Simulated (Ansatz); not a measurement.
# NaH: the cell at several levels of theory

An exercise on one series of results from a longer session: the logs are not shown, and one member is left open.

Program: Ansatz 0.2.0. PAW datasets, plane waves, zero pressure. No spin polarisation and no zero-point or thermal motion.

## The cell

The symmetry is Fm-3m (No. 225, cubic); conventional cell a = 4.880 Å, 14.53 Å³ an atom. Around Na lie 6 H at 2.44 Å; around H lie 6 Na at 2.44 Å.

Structure file:

```cif
data_structure
_symmetry_space_group_name_H-M 'P 1'
_symmetry_Int_Tables_number 1
_cell_length_a 3.4507
_cell_length_b 3.4507
_cell_length_c 3.4507
_cell_angle_alpha 60.000
_cell_angle_beta 60.000
_cell_angle_gamma 60.000
_cell_volume 29.05
loop_
_atom_site_label
_atom_site_type_symbol
_atom_site_fract_x
_atom_site_fract_y
_atom_site_fract_z
_atom_site_occupancy
Na1 Na 0.00000 0.00000 0.00000 1
H1 H 0.50000 0.50000 0.50000 1
```

Set-up of the first run:

File input.yaml:

```yaml
crystal:
  lattice:
    - [0.0, 2.44, 2.44]
    - [2.44, 0.0, 2.44]
    - [2.44, 2.44, 0.0]
  atoms:
    - { symbol: Na, position: [0.0, 0.0, 0.0] }
    - { symbol: H, position: [0.5, 0.5, 0.5] }
kpoints:
  mp_grid: { grid: [8, 8, 8] }
hamiltonian:
  xc: pbe
scf:
  occupations: { method: fermi_dirac, width: 0.02 }
relax:
  f_tol: 0.005
  cell: {}
output:
  write_density: true
  write_potential: true
  elf: true
  volumetric_format: npy
```

Run with:

```console
ansatz run input.yaml --threads 2 --pin off --max-ram 2211MiB --backend cpu --events-out ev --progress --plain --runs-dir out
```

Steps of the session up to this table: Relaxing with PBE; r2SCAN: cell and atoms; PBEsol: cell and atoms; Relaxation with LDA; Relaxing with HSE06.

One table of the session follows, with a row left open; its other results are not shown here.

| level | a (Å) | volume (Å³/atom) |
| --- | --- | --- |
| PBE | 4.832 | 14.103 |
| r2SCAN | ? | ? |
| PBEsol | 4.792 | 13.754 |
| LDA | 4.689 | 12.883 |
| HSE06 | 4.804 | 13.860 |

Estimate the missing values for r2SCAN.

As computed: a (Å): 4.795; volume (Å³/atom): 13.781. In the column «a (Å)» it lies between PBEsol (4.792) and HSE06 (4.804).

What this shows: From the start to the first minimum the volume moved by -2.9 %. LDA gives the smallest cell and PBE the largest; they differ by 9.5 % in volume, a mean of 3.1 % in length. The meshes differ: PBE 8×8×8, r2SCAN 8×8×8, PBEsol 8×8×8, LDA 8×8×8, HSE06 6×6×6.
